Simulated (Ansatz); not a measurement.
Run this with Ansatz 0.2.0, Python API and show what comes out.

`bn.xyz`
```text
8
Lattice="4.880089 0.0 0.0 0.0 2.591464 0.0 0.0 0.0 4.292049" Properties=species:S:1:pos:R:3 pbc="T T T"
B     3.21884326    1.94359800    0.39874852
B     4.10129024    0.64786600    2.54477302
B     0.77879876    1.94359800    1.74727598
B     1.66124574    0.64786600    3.89330048
N     4.00718748    1.94359800    1.68898137
N     0.87290152    0.64786600    2.60306763
N     3.31294602    0.64786600    3.83500587
N     1.56714298    1.94359800    0.45704313
```

Script `mass.py`:
```python
'''Effective masses of BN by finite differences.'''

import ansatz as az
import numpy as np


def main() -> None:
    cell = az.Crystal.from_extxyz('bn.xyz')

    calculation = (
        cell.calculation()
        .functional('r2scan', dispersion='d4')
        .kpoints(4, 8, 6, center='gamma')
        .occupations('fixed')
    )
    # step 1: where the edges lie on the mesh
    outcome = calculation.band_table().run(threads=1)
    rep = outcome.report
    levels = np.array(rep['eigenvalues_ev'])
    filled = round(rep['n_electrons'] / 2)
    edges = {'top filled band': (filled - 1, levels[:, filled - 1].argmax()), 'lowest empty band': (filled, levels[:, filled].argmin())}
    gap = levels[:, filled].min() - levels[:, filled - 1].max()
    print(f'gap on the mesh {gap:.3f} eV')
    if gap <= 0.05:
        print('no gap: band-edge masses have no meaning here')
        edges = {}
    reciprocal = 2 * np.pi * np.linalg.inv(outcome.lattice.cell_ang).T
    step = 0.008  # 1/A

    # second differences give the curvature tensor; masses are hbar^2/m_e = 7.61996 eV A^2 over its eigenvalues
    pairs = [(0, 1), (0, 2), (1, 2)]
    moves = [sign * axis for axis in np.eye(3) for sign in (-1, 1)]
    moves += [s1 * np.eye(3)[i] + s2 * np.eye(3)[j] for i, j in pairs for s1 in (1, -1) for s2 in (1, -1)]
    for name, (band, index) in edges.items():
        together = int(np.sum(np.abs(levels[index] - levels[index, band]) < 2e-3))
        print(name, 'at k =', np.round(rep['kpoints_frac'][index], 4), f'E = {levels[index, band]:.4f} eV, degeneracy {together}')
        centre = np.array(rep['kpoints_frac'][index]) @ reciprocal
        points = [centre] + [centre + step * move for move in moves]
        table = calculation.band_structure(points, intervals=1, cartesian=True).run(threads=1).band_structure().channels[0].eigenvalues_ev
        if together > 1:
            level = np.flatnonzero(np.abs(levels[index] - levels[index, band]) < 2e-3)
            along = (table[1, level] + table[2, level] - 2 * table[0, level]) / step ** 2
            print('  degenerate level, no single mass tensor; masses of its branches along x:', np.round(7.61996 / along, 3), 'm_e')
            continue
        e = table[:, band]
        hessian = np.diag((e[1:7:2] + e[2:7:2] - 2 * e[0]) / step ** 2)
        for (i, j), (pp, pm, mp, mm) in zip(pairs, e[7:].reshape(3, 4)):
            hessian[i, j] = hessian[j, i] = (pp - pm - mp + mm) / (4 * step ** 2)
        curvatures, axes = np.linalg.eigh(hessian)
        slope = (e[2:7:2] - e[1:7:2]) / (2 * step)
        print('  slope (eV A):', np.round(slope, 3) + 0.0, '' if np.abs(slope).max() < 0.05 else '- no extremum here, so these are local curvatures and no band-edge masses')
        for curvature, axis in zip(curvatures, axes.T):
            print(f'  principal mass {7.61996 / curvature:8.3f} m_e along', np.round(axis, 2) + 0.0)


if __name__ == '__main__':
    main()
```

```console
$ python mass.py
DeckWarning: basis.ecutwfc = 500 eV, auto-derived from the records' recommended cutoffs: set by B (their level for a meta-GGA)
gap on the mesh 6.272 eV
top filled band at k = [0. 0. 0.] E = 8.7137 eV, degeneracy 1
  slope (eV A): [0. 0. 0.]
  principal mass   -0.382 m_e along [ 0. -1.  0.]
  principal mass   -1.034 m_e along [0. 0. 1.]
  principal mass   -2.007 m_e along [1. 0. 0.]
lowest empty band at k = [-0.5  0.  -0.5] E = 14.9861 eV, degeneracy 2
  degenerate level, no single mass tensor; masses of its branches along x: [2.324 2.324] m_e
```
(Warnings from the package without file and line.)

Notes:
- Semilocal gaps usually lie well under measured ones.
- This cell is a computed structure, which may not be the phase found in nature.
- Levels are Kohn-Sham eigenvalues on this mesh.
- The masses are finite-difference curvatures at extrema found on a coarse mesh, which needn't be the true band edges; a step that is long against the gap makes them too heavy. At a valence maximum the curvature is negative (the hole mass is its size); mixed signs mark a saddle. Spin-orbit coupling is left out, and light masses scale with the Kohn-Sham gap.
- Run time: 37 s on 1 thread of Arm Neoverse V1, on a shared host, peak memory 0.5 GiB.
